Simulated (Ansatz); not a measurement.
Reactions of C2HF5, SMILES `FC(F)C(F)(F)F`.

Calculated with Ansatz (gas phase, PBE0-D4/def2-TZVP geometries, no zero-point term in ΔE). CCSD(T)/CBS adds triple-zeta CCSD(T) − MP2 to the extrapolated MP2 energy (def2 sets, frozen cores). This one scheme is used for every species, atoms too. DFT in def2-TZVPP. Open shells (•) are unrestricted, without spin–orbit coupling. Spin–orbit coupling would lower the free atoms: a little for Cl. For Br, Ga, Ge outer-core shells are correlated without core-valence functions, so the limit isn't a true one: a few kJ/mol of doubt a bond, and 10 to 20 or more in all where bonds break to atoms. Scalar relativity is left out up to krypton. Each species was taken in one conformer, which may not be the lowest.

```csv
reaction,CCSD(T)/CBS(def2) (kJ/mol)
`FC(F)C(F)(F)F` + `[GaH3]` → `F[CH](F)[GaH2]` + `FC(F)F`,-1
`FC(F)C(F)(F)F` + HBr → `FC(F)Br` + `FC(F)F`,20
`FC(F)C(F)(F)F` + `C=C(F)CF` → `FC/C(F)=C\C(F)(F)F` + `FCF`,2
`FC(F)C(F)(F)F` + `[CH3]`• → `F[C](F)C(F)(F)F`• + CH₄,?
`FC(F)C(F)(F)F` + `[OH]`• → `F[C](F)C(F)(F)F`• + H₂O,-63
`FC(F)C(F)(F)F` + H• → `F[C](F)C(F)(F)F`• + H₂,?
`FC(F)C(F)(F)F` + `CC(F)(F)F` → `FC(F)C(F)(F)CC(F)(F)F` + H–F,1
`FC(F)C(F)(F)F` + `[OH][GeH3]` → `FC(F)(F)[O][GeH3]` + `FCF`,?
`FC(F)C(F)(F)F` + Cl• → `F[C](F)C(F)(F)F`• + HCl,16
```

Fill in the missing values. (Estimate.)

The calculation gave: `FC(F)C(F)(F)F` + `[CH3]`• → `F[C](F)C(F)(F)F`• + CH₄: -6.2 kJ/mol; `FC(F)C(F)(F)F` + H• → `F[C](F)C(F)(F)F`• + H₂: +5.5 kJ/mol; `FC(F)C(F)(F)F` + `[OH][GeH3]` → `FC(F)(F)[O][GeH3]` + `FCF`: -25.5 kJ/mol.

Largest T1 diagnostic: 0.014, for `F[C](F)C(F)(F)F`•.
